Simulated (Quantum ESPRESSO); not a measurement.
**Au in Quantum ESPRESSO: the effect of functional**

The system is Au.

```
Au
1.0
     0.00000    2.03500    2.03500
     2.03500    0.00000    2.03500
     2.03500    2.03500    0.00000
Au
1
Direct
  0.00000 0.00000 0.00000
```

Alike in all runs:

* Program: Quantum ESPRESSO 7.5
* Task: phonon dispersion
* Cutoff: 612 eV
* Density cutoff: 4898 eV
* k mesh: 12 × 12 × 12
* Occupations: cold, width 0.2 eV
* Spin: no spin polarisation

Each run relaxes the cell or the atoms first.

**Question.** One run gave: relaxed volume 17.94 Å³/atom; highest phonon frequency 134 cm⁻¹. Which functional did it use?
A. LDA
B. PBE
C. PBEsol

**Answer.** B.

```csv
functional,potentials or basis,relaxed volume (Å³/atom),highest phonon frequency (cm⁻¹)
LDA,GBRV 1.5 LDA,16.54,157
PBE,GBRV 1.5 PBE,17.94,134
PBEsol,GBRV 1.5 PBEsol,16.97,150
```
